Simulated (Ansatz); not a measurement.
# Pb (C2/m) in Ansatz: notebook

The runs below take Pb through single point, equation of state, with LDA.

All numbers are computed with Ansatz 0.2.0; they aren't measurements. Logs are shortened: lines on timing, memory, paths and dates and some standing lists are left out, and cuts for length are marked.

## 1. Starting point

It takes space group C2/m (No. 12, monoclinic). The conventional cell has a = 6.077 Å, b = 3.501 Å, c = 6.452 Å, α = 90.00°, β = 109.14°, γ = 90.00°. Pb (site symmetry m) has 10 Pb at 3.34 to 3.51 Å as nearest neighbours.

This isn't the form of Pb at room conditions, which is fcc.

## 2. Single point, LDA, 30.47 Å³/atom (volume scaled by 0.94)

input.yaml

```yaml
crystal:
  lattice:
    - [2.9765770244, -1.7145891186, 0.0]
    - [2.9765770244, 1.7145891186, 0.0]
    - [-2.0722778132, 0.0, 5.9707976096]
  atoms:
    - { symbol: Pb, position: [0.90850841, 0.90850841, 0.7262922] }
    - { symbol: Pb, position: [0.09149159, 0.09149159, 0.2737078] }
hamiltonian:
  xc: lda
  pseudopotentials: { kind: paw }
kpoints:
  mp_grid: { grid: [9, 9, 5] }
scf:
  occupations: { method: fermi_dirac, width: 0.05 }
output:
  forces: true
  stress: true
  eigenvalues: true
```

Potentials or basis: Ansatz PAW.

Run with:

```bash
> ansatz run input.yaml --threads 2 --pin off --max-ram 5632MiB --backend cpu --events-out ev --progress --plain --runs-dir out
```

Log:

```text
Warning: RAYON_NUM_THREADS=2 ignored (pool sized by the plan → 2); use --threads N
Engine: ansatz 0.2.0, x86_64-unknown-linux-gnu
Pseudopotentials: kind: paw
Pseudopotential: Pb, paw, valence charge 14, recommended cutoff 420 eV (normal), Pb.paw.azcp
Functional definition: SPW92
  exchange = slater_x
  correlation = pw_c
Crystal: 2 atoms, lattice volume = 60.945 Å³
Basis set: ecut = 420 eV, 1195 PW (Γ)
Bands: 18, of which v1, the nominal top of the filled ones, is band 14 counted from 1 (13 counted from 0)
Symmetry: 4 space group operations
Space group: C2/m (ITA 12), of the structure as read, at distance tolerance 3.9e-5 Å
k-points: 115 of 405
Non-local potential: Pb, projectors of the file, l = 0: 2, l = 1: 2, l = 2: 2, l = 3: 2
PAW form: soft (Blöchl's): semilocal exchange-correlation on the pseudo side does not see the compensation charge
PAW frozen core: Pb, regenerated for the run's functional, and the local potential with it (the file was generated under x = pbe(κ = 0.804, μ = 0.2195149727645171), c = pbe(β = 0.06672455060314922))
PAW one-centre angular grid: Pb, 590 points (default); XC on 64 Gauss nodes
Initial density: superposition of atomic densities (neutral atoms: chi_scale 0, normalization atom), corrected by the library's trained network
Initial wavefunctions: pseudopotential atomic-orbital guess
Functional: x = slater, c = lda
SCF iter   1: F=—  HF=-23204.596514 eV  |F-HF|=—  |Δ(HF+E_count)|=         —  Δρ=4.60e-3  dr2=7.41e-3  ethr=1.77e-3  ⟨swp⟩=6.3  Hψ=10410  notcnv=0
preconditioner: auto → Kerker (q_TF=auto, 2.397 Å⁻¹)  [metal: Δε(μ)=0.010 eV  Ē_g=16.837 eV  σ=0.050 eV  W_gap=0.05  n_scr=16 (ndim 8)  ℏωp=25.2 eV  f_vac=0.000  D(μ)=0.95/eV (n_scr^D=2)]
SCF iter   2: F=—  HF=-23204.592730 eV  |F-HF|=—  |Δ(HF+E_count)|=   3.78e-3  Δρ=2.62e-3  dr2=2.53e-3  ethr=2.65e-5  ⟨swp⟩=1.9  Hψ=3501  notcnv=0  defer=1
SCF iter   3: F=—  HF=-23204.591904 eV  |F-HF|=—  |Δ(HF+E_count)|=   8.26e-4  Δρ=5.12e-4  dr2=1.44e-4  ethr=9.03e-6  ⟨swp⟩=2.0  Hψ=3434  notcnv=0  defer=1
SCF iter   4: F=—  HF=-23204.591880 eV  |F-HF|=—  |Δ(HF+E_count)|=   2.40e-5  Δρ=2.25e-4  dr2=3.09e-5  ethr=5.16e-7  ⟨swp⟩=2.0  Hψ=3641  notcnv=0  defer=1
SCF iter   5: F=—  HF=-23204.591869 eV  |F-HF|=—  |Δ(HF+E_count)|=   1.07e-5  Δρ=8.90e-5  dr2=6.06e-6  ethr=1.10e-7  ⟨swp⟩=2.0  Hψ=3659  notcnv=0  defer=1
SCF iter   6: F=—  HF=-23204.591868 eV  |F-HF|=—  |Δ(HF+E_count)|=   1.44e-6  Δρ=3.04e-5  dr2=6.75e-7  ethr=2.16e-8  ⟨swp⟩=1.8  Hψ=2256  notcnv=0  defer=1
SCF iter   7: F=-23204.591867 eV  HF=-23204.591867 eV  |F-HF|=3.78e-8  |Δ(HF+E_count)|=   2.06e-7  Δρ=6.86e-6  dr2=4.40e-8  ethr=3.57e-10  ⟨swp⟩=4.4  Hψ=9556  notcnv=0
SCF 1 converged in 7 iterations: F = -23204.591867 eV  dr2 = 4.40e-8
SCF converged after 7 iterations
Free energy (F): -23204.591867 eV
Harris-Foulkes:  -23204.591867 eV  (|F-HF|=3.78e-8)
Internal energy: -23204.584219 eV  (E = F + TS)
E sigma→0 (E₀):  -23204.588043 eV
Entropy (-TS):   -0.007648 eV (-3.824 meV/atom)
Fermi energy:    10.444882 eV
--- Per-component energies (eV) ---
  E_band       = -85.262148
  E_kinetic    = 580.332228
  E_local      = -2106.118957  (includes V_loc(G=0)·N_el)
  E_nonlocal   = 707.355485
  E_hartree    = 837.448313
  E_xc         = -438.804596
  E_vxc        = -267.754588  (∫ρ·V_xc dr)
  E_paw        = -20205.497612  (= ΣΔE_a)
  E_vpaw       = -673.978332  (= ΣTr[D̂ρ^β])
  E_aug_tail   = 0.000091  (compensation charges beyond the density's cutoff)
  E_ewald      = -2579.143745
  E_core_change = -0.155427  (= ΣΔE_core)
  E_smearing   = -0.007648  (= −TS)
  E_closure    = -0.000000  (closes the sum)
  Σ components = -23204.591867   (vs F -23204.591867, Δ=0.00e0)
--- Forces (eV/Å), atoms counted from 1 ---
  atom   1  Pb     0.02877575    -0.00000000    -0.06228315
  atom   2  Pb    -0.02877575     0.00000000     0.06228315
  max |Σ_I F_I| component: 3.47e-18 eV/Å
--- Stress (GPa, compression-positive) ---
       -0.717417      -0.000000       0.027810
       -0.000000      -0.626171      -0.000000
        0.027810      -0.000000      -0.736060
  P = ⅓ Tr σ = -0.6932 GPa (-6.932 kbar)
--- Band table (eV; the first three rows and the last of 115) ---
  k-point 0: bands = ["-6.6232", "-6.4803", "-6.4789", "-6.4756", "-6.4740", "-6.4683", "-6.3140", "-6.3034", "-6.2622", "-6.2525", "-1.4423", "1.9337", "6.2001", "17.0101", "17.2608", "17.3172", "17.3517", "17.4751"]
  k-point 1: bands = ["-6.6370", "-6.4873", "-6.4832", "-6.4731", "-6.4694", "-6.4497", "-6.3420", "-6.3331", "-6.2286", "-6.2207", "-1.2894", "1.3472", "7.1866", "15.0317", "16.7476", "16.7705", "17.9749", "18.0804"]
  k-point 2: bands = ["-6.6545", "-6.4878", "-6.4841", "-6.4792", "-6.4755", "-6.4217", "-6.3653", "-6.3551", "-6.1984", "-6.1893", "-0.9004", "0.4479", "9.3131", "12.1616", "16.4066", "16.4512", "18.4246", "18.5771"]
  k-point 114: bands = ["-6.6149", "-6.5727", "-6.5192", "-6.4942", "-6.4215", "-6.3022", "-6.2688", "-6.2032", "-6.1767", "-6.1260", "2.1653", "3.8888", "6.8472", "8.2562", "10.6357", "12.1277", "13.4211", "14.3147"]
```

Run time: 6 s. Hardware: 2 threads of Intel Xeon at 2.50GHz (Skylake/Cascade Lake), shared host; peak memory 0.41 GiB.

Results:

| Item | Value |
| --- | --- |
| Free energy | -23204.5919 eV |
| Pressure | -0.7 GPa |
| Largest force | 0.069 eV/Å |
| Band gap on the k mesh | none (metal or under the smearing width) |

Caveat: the PAW data sets come from PBE, with cores solved anew for the run's functional, which leaves a small shift of forces and pressure.

## 3. Single point, LDA, 31.12 Å³/atom (volume scaled by 0.96)

input.yaml, as its differences from that of step 2:

```diff
@@ -2,5 +2,5 @@
   lattice:
-    - [2.9765770244, -1.7145891186, 0.0]
-    - [2.9765770244, 1.7145891186, 0.0]
-    - [-2.0722778132, 0.0, 5.9707976096]
+    - [2.997539525, -1.7266640877, 0.0]
+    - [2.997539525, 1.7266640877, 0.0]
+    - [-2.0868717998, 0.0, 6.0128468655]
   atoms:
```

Potentials or basis: Ansatz PAW.

Run with:

```bash
> ansatz run input.yaml --threads 2 --pin off --max-ram 5632MiB --backend cpu --events-out ev --progress --plain --runs-dir out
```

Run time: 6 s. Hardware: 2 threads of Intel Xeon at 2.50GHz (Skylake/Cascade Lake), shared host; peak memory 0.41 GiB.

The run converged. Its results:

| Quantity | Value |
| --- | --- |
| Free energy | -23204.5824 eV |
| Pressure | -1.6 GPa |
| Largest force | 0.107 eV/Å |
| Band gap on the k mesh | none (metal or under the smearing width) |

Caveat: the PAW data sets come from PBE, with cores solved anew for the run's functional, which leaves a small shift of forces and pressure.

## 4. Single point, LDA, 31.77 Å³/atom (volume scaled by 0.98)

input.yaml, as its differences from that of step 3:

```diff
@@ -2,5 +2,5 @@
   lattice:
-    - [2.997539525, -1.7266640877, 0.0]
-    - [2.997539525, 1.7266640877, 0.0]
-    - [-2.0868717998, 0.0, 6.0128468655]
+    - [3.0182128647, -1.7385724922, 0.0]
+    - [3.0182128647, 1.7385724922, 0.0]
+    - [-2.1012644739, 0.0, 6.0543160853]
   atoms:
@@ -19 +19,5 @@
   eigenvalues: true
+  write_density: true
+  write_potential: true
+  elf: true
+  volumetric_format: npy
```

Run with:

```bash
> ansatz run input.yaml --threads 2 --pin off --max-ram 5632MiB --backend cpu --events-out ev --progress --plain --runs-dir out
```

It took 8.2 s on 2 threads of Intel Xeon at 2.50GHz (Skylake/Cascade Lake), shared host; peak memory 0.42 GiB.

The run converged. Its results:

| Quantity | Value |
| --- | --- |
| Free energy | -23204.5658 eV |
| Pressure | -2.5 GPa |
| Largest force | 0.143 eV/Å |
| Band gap on the k mesh | none (metal or under the smearing width) |

Caveat: the PAW data sets come from PBE, with cores solved anew for the run's functional, which leaves a small shift of forces and pressure.

## 5. Single point, LDA, 32.42 Å³/atom

input.yaml, as its differences from that of step 4:

```diff
@@ -2,5 +2,5 @@
   lattice:
-    - [3.0182128647, -1.7385724922, 0.0]
-    - [3.0182128647, 1.7385724922, 0.0]
-    - [-2.1012644739, 0.0, 6.0543160853]
+    - [3.0386068135, -1.75031996, 0.0]
+    - [3.0386068135, 1.75031996, 0.0]
+    - [-2.1154626375, 0.0, 6.0952248674]
   atoms:
```

Run with:

```bash
> ansatz run input.yaml --threads 2 --pin off --max-ram 5632MiB --backend cpu --events-out ev --progress --plain --runs-dir out
```

It took 8.2 s on 2 threads of Intel Xeon at 2.50GHz (Skylake/Cascade Lake), shared host; peak memory 0.42 GiB.

Results (log left out):

```
Free energy            : -23204.5429 eV
Pressure               : -3.2 GPa
Largest force          : 0.177 eV/Å
Band gap on the k mesh : none (metal or under the smearing width)
```

Caveat: the PAW data sets come from PBE, with cores solved anew for the run's functional, which leaves a small shift of forces and pressure.

## 6. Single point, LDA, 33.07 Å³/atom (volume scaled by 1.02)

input.yaml

```yaml
crystal:
  lattice:
    - [3.0587306239, -1.7619118207, 0.0]
    - [3.0587306239, 1.7619118207, 0.0]
    - [-2.1294727321, 0.0, 6.1355917714]
  atoms:
    - { symbol: Pb, position: [0.90850841, 0.90850841, 0.7262922] }
    - { symbol: Pb, position: [0.09149159, 0.09149159, 0.2737078] }
hamiltonian:
  xc: lda
  pseudopotentials: { kind: paw }
kpoints:
  mp_grid: { grid: [9, 9, 5] }
scf:
  occupations: { method: fermi_dirac, width: 0.05 }
output:
  forces: true
  stress: true
  eigenvalues: true
```

Potentials or basis: Ansatz PAW.

Run with:

```bash
> ansatz run input.yaml --threads 2 --pin off --max-ram 5632MiB --backend cpu --events-out ev --progress --plain --runs-dir out
```

Wall time 6.5 s (2 threads of Intel Xeon at 2.50GHz (Skylake/Cascade Lake), shared host); peak memory 0.41 GiB.

The run converged. Its results:

```yaml
Free_energy: -23204.5145 eV
Pressure: -3.8 GPa
Largest_force: 0.208 eV/Å
Band_gap_on_the_k_mesh: none (metal or under the smearing width)
```

Caveat: the PAW data sets come from PBE, with cores solved anew for the run's functional, which leaves a small shift of forces and pressure.

## 7. Single point, LDA, 33.71 Å³/atom (volume scaled by 1.04)

input.yaml, as its differences from that of step 6:

```diff
@@ -2,5 +2,5 @@
   lattice:
-    - [3.0587306239, -1.7619118207, 0.0]
-    - [3.0587306239, 1.7619118207, 0.0]
-    - [-2.1294727321, 0.0, 6.1355917714]
+    - [3.0785930676, -1.7733531272, 0.0]
+    - [3.0785930676, 1.7733531272, 0.0]
+    - [-2.1433008646, 0.0, 6.1754343928]
   atoms:
@@ -19 +19,5 @@
   eigenvalues: true
+  write_density: true
+  write_potential: true
+  elf: true
+  volumetric_format: npy
```

Run with:

```bash
> ansatz run input.yaml --threads 2 --pin off --max-ram 5632MiB --backend cpu --events-out ev --progress --plain --runs-dir out
```

It took 8.7 s on 2 threads of Intel Xeon at 2.50GHz (Skylake/Cascade Lake), shared host; peak memory 0.42 GiB.

The run converged. Its results:

```yaml
Free_energy: -23204.4812 eV
Pressure: -4.4 GPa
Largest_force: 0.237 eV/Å
Band_gap_on_the_k_mesh: none (metal or under the smearing width)
```

Caveat: the PAW data sets come from PBE, with cores solved anew for the run's functional, which leaves a small shift of forces and pressure.

## 8. Single point, LDA, 34.36 Å³/atom (volume scaled by 1.06)

input.yaml, as its differences from that of step 7:

```diff
@@ -2,5 +2,5 @@
   lattice:
-    - [3.0785930676, -1.7733531272, 0.0]
-    - [3.0785930676, 1.7733531272, 0.0]
-    - [-2.1433008646, 0.0, 6.1754343928]
+    - [3.0982024693, -1.7846486746, 0.0]
+    - [3.0982024693, 1.7846486746, 0.0]
+    - [-2.1569528306, 0.0, 6.2147694303]
   atoms:
```

Run with:

```bash
> ansatz run input.yaml --threads 2 --pin off --max-ram 5632MiB --backend cpu --events-out ev --progress --plain --runs-dir out
```

Wall time 9.1 s (2 threads of Intel Xeon at 2.50GHz (Skylake/Cascade Lake), shared host); peak memory 0.42 GiB.

Results (log left out):

* Free energy: -23204.4436 eV
* Pressure: -4.9 GPa
* Largest force: 0.263 eV/Å
* Band gap on the k mesh: none (metal or under the smearing width)

Caveat: the PAW data sets come from PBE, with cores solved anew for the run's functional, which leaves a small shift of forces and pressure.

## 9. Equation of state, LDA

Potentials or basis: Ansatz PAW.

No new run: the results of the series are fitted here.

Results:

| Property | Result |
| --- | --- |
| Equilibrium volume | 30.04 Å³/atom (rough: see the caveat) |
| Bulk modulus at fixed shape and positions | 50 GPa (rough) |

Energy against volume, from the lowest point:
| volume (Å³/atom) | energy (meV/atom) |
| --- | --- |
| 30.473 | 0.00 |
| 31.121 | 4.74 |
| 31.769 | 13.04 |
| 32.418 | 24.48 |
| 33.066 | 38.69 |
| 33.714 | 55.33 |
| 34.363 | 74.11 |

Caveat: the minimum lies outside the volumes run; the cell was scaled at fixed shape and fractional positions, which overstates the stiffness of a crystal with free parameters, most of all of layers and chains. The run has no spin-orbit coupling, so splittings on Pb are missing.
